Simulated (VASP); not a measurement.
# AlB2H2 (Cmmm) in VASP: further runs

Runs on AlB2H2. Level: PBE. Tasks: single point, relaxation of cell and atoms.

Everything below comes from runs of VASP 6.6.1. Logs are shortened: lines on timing, memory, paths and dates and some standing lists are left out, and cuts for length are marked.

## 1. The cell of the first run

The structure is orthorhombic, space group Cmmm (No. 65). Conventional cell: a = 3.243 Å, b = 4.722 Å, c = 4.883 Å, α = 90.00°, β = 90.00°, γ = 90.00°. Al (site symmetry mmm) has 4 B at 2.29 Å as nearest neighbours. B (site symmetry mm2) has 1 B at 1.63 Å and 4 H at 1.65 Å as nearest neighbours. H (site symmetry 2/m) has 2 H at 1.62 Å and 4 B at 1.65 Å as nearest neighbours.

The cell was built by a generator and needn't be a form met in nature.

## 2. Single point, PBE (random cell by space group and Wyckoff sites (Cmmm, No. 65))

The input, INCAR:

```
SYSTEM = AlB2H2
ALGO = Normal ; EDIFF = 1E-6
ENCUT = 520 ; GGA = PE
ISIF = 2 ; ISMEAR = 0
LASPH = .True. ; LCHARG = .True.
LELF = .True. ; LREAL = .False.
LVHAR = .True. ; LWAVE = .False.
NBANDS = 14 ; NELM = 100
PREC = Accurate ; SIGMA = 0.1
```

The input, KPOINTS:

```
k-points
0
Gamma
  6 6 4
  0 0 0
```

The input, POSCAR:

```
AlB2H2
1.0
    1.6212893721     -2.3610335166      0.0000000000
    1.6212893721      2.3610335166      0.0000000000
    0.0000000000      0.0000000000      4.8834512351
Al B H
1 2 2
Direct
    0.5000000000      0.5000000000      0.0000000000
    0.0000000000      0.0000000000      0.6673830932
    0.0000000000      0.0000000000      0.3326169068
    0.0000000000      0.5000000000      0.5000000000
    0.5000000000      0.0000000000      0.5000000000
```

Potentials or basis: VASP PAW PBE potentials, release 64 (Al, B, H).

Run with:

```console
$ cat potpaw_PBE.64/Al/POTCAR potpaw_PBE.64/B/POTCAR potpaw_PBE.64/H/POTCAR > POTCAR
$ mpirun -np 1 vasp_std > vasp.out
```

OUTCAR:

```text
SYSTEM = AlB2H2
   EDIFF = 1E-6
   ENCUT = 520
   GGA = PE
   ISIF = 2
   ISMEAR = 0
   LASPH = .True.
   LREAL = .False.
   NELM = 100
   PREC = Accurate

 ion  position               nearest neighbor table
   1  0.500  0.500  0.000-   2 2.29   3 2.29   2 2.29   3 2.29
   2  0.000  0.000  0.667-   3 1.63   1 2.29   1 2.29
   3  0.000  0.000  0.333-   2 1.63   1 2.29   1 2.29
   4  0.000  0.500  0.500-
   5  0.500  0.000  0.500-

  LATTYP: Found a base centered orthorhombic cell.
 ALAT       =     3.2425787442
 B/A-ratio  =     1.4562690395
 C/A-ratio  =     1.5060393657

  Lattice vectors:

 A1 = (   1.6212893721,  -2.3610335166,   0.0000000000)
 A2 = (   1.6212893721,   2.3610335166,   0.0000000000)
 A3 = (   0.0000000000,   0.0000000000,   4.8834512351)

Analysis of symmetry for initial positions (statically):
=====================================================================
 Subroutine PRICEL returns:
 Original cell was already a primitive cell.

 Routine SETGRP: Setting up the symmetry group for a
 base centered orthorhombic supercell.

 Subroutine GETGRP returns: Found  8 space group operations
 (whereof  8 operations were pure point group operations)
 out of a pool of  8 trial point group operations.

The static configuration has the point symmetry D_2h.

Analysis of symmetry for dynamics (positions and initial velocities):
=====================================================================
 Subroutine PRICEL returns:
 Original cell was already a primitive cell.

 Routine SETGRP: Setting up the symmetry group for a
 base centered orthorhombic supercell.

 Subroutine GETGRP returns: Found  8 space group operations
 (whereof  8 operations were pure point group operations)
 out of a pool of  8 trial point group operations.

The dynamic configuration has the point symmetry D_2h.

 Subroutine INISYM returns: Found  8 space group operations
 (whereof  8 operations are pure point group operations),
 and found     1 'primitive' translations

----------------------------------------------------------------------------------------

                                     Primitive cell

  volume of cell :      37.3869

  direct lattice vectors                    reciprocal lattice vectors
     1.621289372 -2.361033517  0.000000000     0.308396520 -0.211771665  0.000000000
     1.621289372  2.361033517  0.000000000     0.308396520  0.211771665  0.000000000
     0.000000000  0.000000000  4.883451235     0.000000000  0.000000000  0.204773213

  length of vectors
     2.864098199  2.864098199  4.883451235     0.374106471  0.374106471  0.204773213

  position of ions in fractional coordinates (direct lattice)
     0.500000000  0.500000000  0.000000000
     0.000000000  0.000000000  0.667383093
     0.000000000  0.000000000  0.332616907
     1.000000000  0.500000000  0.500000000
     0.500000000  1.000000000  0.500000000

  ion indices of the primitive-cell ions
   primitive index   ion index
                 1           1
                 2           2
                 3           3
                 4           4
                 5           5

----------------------------------------------------------------------------------------

 KPOINTS: k-points

Automatic generation of k-mesh.
 Grid dimensions read from file:
 generate k-points for:    6    6    4

 Generating k-lattice:

  Cartesian coordinates                     Fractional coordinates (reciprocal lattice)
     0.051399420 -0.035295278  0.000000000     0.166666667  0.000000000  0.000000000
     0.051399420  0.035295278  0.000000000     0.000000000  0.166666667  0.000000000
     0.000000000  0.000000000  0.051193303     0.000000000  0.000000000  0.250000000

  Length of vectors
     0.062351079  0.062351079  0.051193303

  Shift w.r.t. Gamma in fractional coordinates (k-lattice)
     0.000000000  0.000000000  0.000000000

 Subroutine IBZKPT returns following result:
 ===========================================

 Found     39 irreducible k-points:

 Following reciprocal coordinates:
            Coordinates               Weight
  0.000000  0.000000  0.000000      1.000000
  0.166667  0.000000  0.000000      4.000000
  0.333333 -0.000000  0.000000      4.000000
  0.500000 -0.000000  0.000000      2.000000
  0.166667  0.166667  0.000000      2.000000
  0.333333  0.166667  0.000000      4.000000
[... 16 lines left out ...]
  0.333333  0.333333  0.250000      4.000000
  0.500000  0.333333  0.250000      8.000000
 [... further k-points ...]
   k-points           NKPTS =     39   k-points in BZ     NKDIM =     39   number of bands    NBANDS=     14
   number of dos      NEDOS =    301   number of ions     NIONS =      5
   total plane-waves  NPLWV =  20736
   dimension x,y,z NGX =    24 NGY =   24 NGZ =   36
   dimension x,y,z NGXF=    48 NGYF=   48 NGZF=   72
   ions per type =               1   2   2
   NGX,Y,Z   is equivalent  to a cutoff of  13.93, 13.93, 12.26 a.u.
   NGXF,Y,Z  is equivalent  to a cutoff of  27.86, 27.86, 24.51 a.u.
 SYSTEM =  AlB2H2
   PREC   = accura    normal or accurate (medium, high low for compatibility)
   ISTART =      0    job   : 0-new  1-cont  2-samecut
   ICHARG =      2    charge: 1-file 2-atom 10-const
   ISPIN  =      1    spin polarized calculation?
   LNONCOLLINEAR =      F non collinear calculations
   LSORBIT =      F    spin-orbit coupling
   LASPH  =      T    aspherical Exc in radial PAW
   ENCUT  =  520.0 eV  38.22 Ry    6.18 a.u.   5.33  5.33  9.08*2*pi/ulx,y,z
   NELM   =    100;   NELMIN=  2; NELMDL= -5     # of ELM steps
   EDIFF  = 0.1E-05   stopping-criterion for ELM
   LREAL  =      F    real-space projection
   EDIFFG = 0.1E-04   stopping-criterion for IOM
   NSW    =      0    number of steps for IOM
   IBRION =     -1    ionic relax: 0-MD 1-quasi-New 2-CG
   NFREE  =      0    steps in history (QN), initial steepest desc. (CG)
   ISIF   =      2    stress and relaxation
   ISYM   =      2    0-nonsym 1-usesym 2-fastsym
   POTIM  = 0.5000    time-step for ionic-motion
   TEBEG  =    0.0;   TEEND  =   0.0 temperature during run
   PSTRESS=    0.0 pullay stress
   NELECT =      11.0000    total number of electrons
   NUPDOWN=      -1.0000    fix difference up-down
   EMIN   =  10.00;   EMAX   =-10.00  energy-range for DOS
   EFERMI =   0.00;   METHOD = LEGACY
   ISMEAR =     0;   SIGMA  =   0.10  broadening in eV -4-tet -1-fermi 0-gaus
   EFERMI_NEDOS =   21; number of points for ismear=-14 and -15
   IALGO  =     38    algorithm
   IMIX   =      4    mixing-type and parameters
     AMIX     =   0.40;   BMIX     =  1.00
     AMIX_MAG =   1.60;   BMIX_MAG =  1.00
  volume/ion in A,a.u.               =       7.48        50.46
  Fermi-wavevector in a.u.,A,eV,Ry     =   1.088845  2.057618 16.130828  1.185582
  Thomas-Fermi vector in A             =   2.225035
   LORBIT       =      0    0 simple, 1 ext, 2 COOP (PROOUT), +10 PAW based schemes
   GGA     = PE    functional components
   LHFCALC =     F    Hartree Fock is set to
   AEXX    =    0.0000 exact exchange contribution
   IVDW    =     0    specifies the selected vdW correction
   LEPSILON=     F    determine dielectric tensor
   LRPA    =     F    only Hartree local field effects (RPA)
 non-spin polarized calculation
 Gauss-broadening in eV      SIGMA  =   0.10
  energy-cutoff  :      520.00
  volume of cell :       37.39
 maximum number of plane-waves:      1017
 NGX is ok and might be reduce to    24
   NGX = 11   NGY = 11   NGZ = 19

 number of electron      11.0000000 magnetization

 Free energy of the ion-electron system (eV)
  ---------------------------------------------------
  ext. energy  EPLUGINS =         0.00000000
  ---------------------------------------------------
  free energy    TOTEN  =       -19.87278508 eV

  energy without entropy =      -19.87090158  energy(sigma->0) =      -19.87184333

 E-fermi :   6.4259     XC(G=0): -10.9196

 val. band max:        6.4017678007   @ k =   0.3333   0.3333   0.5000
 cond. band min:       6.5058845261   @ k =   0.5000  -0.0000   0.5000
 fundamental gap:      0.1041167254
 Fermi energy:         6.4258529528

 k-point     1 :       0.0000    0.0000    0.0000
  band No.  band energies     occupation
      1      -8.5217      2.00000
      2      -2.2272      2.00000
      3      -0.6810      2.00000
      4       7.3731      0.00000
      5       8.1705      0.00000
      6       8.5038      0.00000
      7      11.4970      0.00000
      8      11.7721      0.00000
      9      13.5316      0.00000
     10      14.0733      0.00000
     11      16.0502      0.00000
     12      16.5824      0.00000
     13      16.8571      0.00000
     14      17.6496      0.00000

 k-point     2 :       0.1667    0.0000    0.0000
  band No.  band energies     occupation
      1      -8.0271      2.00000
      2      -1.7179      2.00000
      3      -0.2050      2.00000
      4       3.8019      2.00000
      5       7.1982      0.00000
      6      10.1303      0.00000
      7      10.3541      0.00000
      8      11.0641      0.00000
      9      12.7639      0.00000
     10      13.6127      0.00000
     11      15.5844      0.00000
     12      16.5442      0.00000
     13      16.5983      0.00000
     14      17.9368      0.00000

 k-point     3 :       0.3333   -0.0000    0.0000
  band No.  band energies     occupation
      1      -6.5799      2.00000
      2      -0.7353      2.00000
      3       0.1992      2.00000
      4       1.2032      2.00000
      5       6.1243      1.99998
      6       6.7719      0.00000
      7       7.8599      0.00000
      8      10.0276      0.00000
      9      12.1697      0.00000
     10      13.1341      0.00000
     11      17.1036      0.00000
     12      17.1393      0.00000
     13      18.5855      0.00000
     14      19.2425      0.00000
[... 324 lines left out ...]
 k-point    23 :       0.3333    0.3333    0.2500
  band No.  band energies     occupation
      1      -3.5684      2.00000
      2      -2.0853      2.00000
      3       0.7423      2.00000
      4       1.5510      2.00000
      5       4.3512      2.00000
      6       4.4514      2.00000
      7       5.4341      2.00000
      8       9.4881      0.00000
      9       9.5694      0.00000
     10      15.3474      0.00000
     11      16.5325      0.00000
     12      16.7830      0.00000
     13      16.8594      0.00000
     14      19.5151      0.00000

 k-point    24 :       0.5000    0.3333    0.2500
  band No.  band energies     occupation
      1      -4.2771      2.00000
      2      -1.0851      2.00000
      3       0.7786      2.00000
      4       1.5782      2.00000
      5       4.4004      2.00000
      6       5.0954      2.00000
      7       6.1993      1.99864
      8       9.0085      0.00000
      9      10.7936      0.00000
     10      13.1641      0.00000
     11      14.8629      0.00000
     12      15.3679      0.00000
     13      17.0026      0.00000
     14      18.0794      0.00000

 [... further k-points ...]
[... 5 lines left out ...]
  --------------------------------------------------------------------------------------
  -------------------------------------------------------------------------------------
  Total       -0.0639799     -0.0875404      0.0669472      0.0000000      0.0000000      0.0000000
  in kB       -2.7417925     -3.7514529      2.8689518      0.0000000      0.0000000      0.0000000
  external PRESSURE =      -1.2080978 kB  Pullay stress =       0.0000000 kB

 VOLUME and BASIS-vectors are now :
 -----------------------------------------------------------------------------
  energy-cutoff  :      520.00
  volume of cell :       37.39
      direct lattice vectors                 reciprocal lattice vectors
     1.621289372 -2.361033517  0.000000000     0.308396520 -0.211771665  0.000000000
     1.621289372  2.361033517  0.000000000     0.308396520  0.211771665  0.000000000
     0.000000000  0.000000000  4.883451235     0.000000000  0.000000000  0.204773213

 POSITION                                       TOTAL-FORCE (eV/Angst)
 -----------------------------------------------------------------------------------
      1.62129      0.00000      0.00000         0.000000      0.000000      0.000000
      0.00000      0.00000      3.25913        -0.000000      0.000000      0.052332
      0.00000      0.00000      1.62432         0.000000      0.000000     -0.052332
      0.81064      1.18052      2.44173         0.000000      0.000000      0.000000
      0.81064     -1.18052      2.44173         0.000000      0.000000      0.000000
 -----------------------------------------------------------------------------------
    total drift:                                0.000000      0.000000      0.000000

  FREE ENERGIE OF THE ION-ELECTRON SYSTEM (eV)
  ---------------------------------------------------
  free  energy   TOTEN  =       -19.8727850799 eV

  energy  without entropy=      -19.8709015759  energy(sigma->0) =      -19.87184333
```

Wall time 13 s (1 thread of AMD EPYC 9R45 (Zen 5), shared host); peak memory 0.12 GiB.

Results:

```yaml
Free_energy: -19.8728 eV
Pressure: -0.1 GPa
Largest_force: 0.052 eV/Å
Band_gap_on_the_k_mesh: none (metal or under the smearing width)
```

Forces on the atoms (eV/Å):
```
Al   0.000  0.000  0.000
B    0.000  0.000  0.052
B    0.000  0.000 -0.052
H    0.000  0.000  0.000
H    0.000  0.000  0.000
```

Stress tensor (GPa, compression positive):
```
-0.27  0.00  0.00
 0.00 -0.38  0.00
 0.00  0.00  0.29
```

Caveat: the k mesh is coarse (spacing up to 0.39 Å⁻¹), so the values aren't converged.

(Continued in part 2 of 2.)
